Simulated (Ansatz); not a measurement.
## Ge: from a trial structure to a relaxed crystal

The calculation used DFT PBE, scalar-relativistic, plane waves, PAW (Ansatz 0.2.0). Cutoff 420 eV, Γ-centred k mesh, Gaussian smearing, no spin polarisation in the final step.

Ge was placed on the beta-tungsten (A15) structure type (Pm-3n, No. 223), at a guessed volume.

```
CELL_PARAMETERS angstrom
5.70027 0.00000 0.00000
0.00000 5.70027 0.00000
0.00000 0.00000 5.70027
ATOMIC_POSITIONS crystal
Ge 0.50000 0.50000 0.50000
Ge 0.00000 0.00000 0.00000
Ge 0.25000 0.00000 0.50000
Ge 0.50000 0.25000 0.00000
Ge 0.50000 0.75000 0.00000
Ge 0.75000 0.00000 0.50000
Ge 0.00000 0.50000 0.75000
Ge 0.00000 0.50000 0.25000
```

Cell and atoms relax at zero pressure; the relaxation can't lower the symmetry of the start. After a coarse first stage the cell is made exact in the group found at 0.06 Å.

Energies count from the standard state of Ge at the same level.

(1) What does it relax into?

(2) What are its volume, energy, density and gap?

Answers

(1) It keeps Pm-3n (No. 223). The result has the beta-tungsten (A15) structure. Conventional cell: a = 5.418 Å. Ge on Wyckoff site a (2 atoms of the primitive cell) has 12 Ge at 3.03 Å; Ge on Wyckoff site c (6 atoms of the primitive cell) is coordinated by 2 Ge at 2.71 Å, 4 Ge at 3.03 Å and 8 Ge at 3.32 Å.

```xyz
8
Lattice="5.4183 0.0000 0.0000 0.0000 5.4183 0.0000 0.0000 0.0000 5.4183" Properties=species:S:1:pos:R:3 pbc="T T T"
Ge    2.7092    2.7092    2.7092
Ge    0.0000    0.0000    0.0000
Ge    1.3546    0.0000    2.7092
Ge    2.7092    1.3546    0.0000
Ge    2.7092    4.0638    0.0000
Ge    4.0638    0.0000    2.7092
Ge    0.0000    2.7092    4.0638
Ge    0.0000    2.7092    1.3546
```

(2) The volume per atom is 19.88 Å³ and the density is 6.07 g/cm³. The energy over the standard structure is 0.39 eV/atom. The gap on the 8×8×8 mesh is 0 eV (a metal).

The final run used a 8×8×8 mesh on its 8-atom cell and 0.10 eV smearing. For metals, differences of a few meV/atom aren't resolved. A structure relaxed within its symmetry needn't be a true minimum. The steps took about 120 core-seconds in all.